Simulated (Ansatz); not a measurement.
Compressing Ni2Si: a fit and a missing row

Ni2Si, P6_3/mmc, a = 3.870 Å, c = 4.927 Å. The structure is a COD entry; whether it is the stable form wasn't checked. Ansatz: r2SCAN, PAW, 500 eV, Γ-centred 12×12×8 mesh on 6 atoms, Gaussian smearing 0.10 eV; no spin polarisation. Shape and atoms are relaxed at each volume; pressure is positive in compression.

| V (Å³/atom) | P (GPa) |
| --- | --- |
| 10.009 | ? |
| 10.328 | 7.38 |
| 10.648 | 0.01 |
| 10.967 | -6.17 |
| 11.287 | -11.36 |

Task: Take V0 = 10.648 Å³/atom, count pressures from its P0 = 0.01 GPa, fit the third-order Birch–Murnaghan form to the other rows, and predict the missing pressure.

Result: With the Eulerian strain f = ½[(V0/V)^(2/3) − 1] and y = (P − P0)/[3f(1 + 2f)^(5/2)], the form is the line y = B0 + 1.5 B0 (B0′ − 4) f. Rows (f, y): 0.01028, 227.1; -0.00974, 222.2; -0.01905, 219.2. Means f = -0.006170, y = 222.83; Σ(Δf)² = 0.0004492, ΣΔfΔy = 0.1192; the slope is their ratio. y = 224.5 + 265.4 f GPa, so B0 = 224.5 GPa and B0′ = 4 + 2 × (265.4)/(3 × 224.5) = 4.79. At V = 10.009, f = 0.02106, y = 230.09 and P = 16.13 GPa. The run gave 16.13 GPa, the same to the digits shown. The form still works here, 33 % of the fitted range beyond its end.